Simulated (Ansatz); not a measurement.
Starting cell, NaBr (rock salt):

```xyz
4
Lattice="0.0000 5.9476 5.9476 2.9738 0.0000 2.9738 2.9738 2.9738 0.0000" Properties=species:S:1:pos:R:3 pbc="T T T"
Br     0.0000     0.0000     0.0000
Br     0.0000     2.9738     2.9738
Na     2.9738     2.9738     2.9738
Na     2.9738     5.9476     5.9476
```

Scan: atom 4 (Na, nearest neighbour Br at 2.974 Å; its periodic images, 4.2 Å or more away, move with it) is displaced along Cartesian z, direction (0.000, 0.000, 1.000) in Cartesian axes, by s. The other atoms stay.

All values below come from r2SCAN (plane waves to 500 eV, PAW, scalar-relativistic; Ansatz, a quantum-chemistry and plane-wave program). k mesh 4×8×8 (Γ-centred), Fermi-Dirac smearing 0.05 eV. Energies are smeared free energies. NaBr was relaxed with its symmetry unable to fall. The zero of ΔE is the undisplaced structure.

| s (Å) | ΔE (meV/cell) |
|---|---|
| -0.300 | 85.0 |
| -0.240 | 52.0 |
| -0.180 | 28.2 |
| -0.120 | withheld |
| -0.060 | 3.0 |
| 0.000 | 0.0 |
| 0.060 | 3.0 |
| 0.120 | withheld |
| 0.180 | 28.2 |
| 0.240 | 52.0 |
| 0.300 | 85.0 |

Question: Fit an even polynomial form (powers 2, 4) to the given rows and predict ΔE at s = -0.120.

Answer: Least squares on the 9 given rows: ΔE = (828.7)·s² + (1286)·s⁴, in meV/cell with s in Å; root-mean-square residual 0.00 meV/cell. At -0.120 the fit gives 12.2 meV/cell; the calculation gives 12.2 meV/cell, the same to the digits shown. The quadratic term alone would give 11.9 meV/cell.

(For displaced atoms, the force is minus the slope of the energy, and its curvature is a force constant, which sets phonon frequencies.)
